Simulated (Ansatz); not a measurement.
BaSnO3:
```
BaSnO3
1.0
    4.17588     0.00000     0.00000
    0.00000     4.17588     0.00000
    0.00000     0.00000     4.17588
Sn Ba O
1 1 3
Direct
  0.50000   0.50000   0.50000
  0.00000   0.00000   0.00000
  0.50000   0.50000   0.00000
  0.50000   0.00000   0.50000
  0.00000   0.50000   0.50000
```

Relaxed with PBE. Special points in fractions of this cell's reciprocal vectors: Γ (0.000, 0.000, 0.000); X (0.000, 0.500, 0.000); M (0.500, 0.500, 0.000); R (0.500, 0.500, 0.500).

Question: List the band energies nearest the valence-band maximum at these points for plane-wave PAW PBE (Ansatz code).

Answer: In eV from the valence-band maximum; about four levels below and three above (degenerate sets whole), none deeper than 8.9 eV; points with the same levels are listed once.

| k | below | above |
|---|---|---|
| Γ | -0.99 -0.99 -0.99 -0.49 -0.49 -0.49 | 0.48 4.96 4.96 |
| X | -1.08 -1.08 -0.97 -0.97 | 4.52 6.69 6.93 |
| M | -1.10 -1.10 -0.77 -0.05 | 6.40 7.63 7.80 |
| R | -0.75 -0.75 0.00 0.00 0.00 | 5.11 5.11 5.11 |

Space group Pm-3m (cubic perovskite). The PBE relaxation kept the symmetry of its start. Spin–orbit coupling is left out wherever it is not named.

Potentials: the later of the program's two PAW sets.
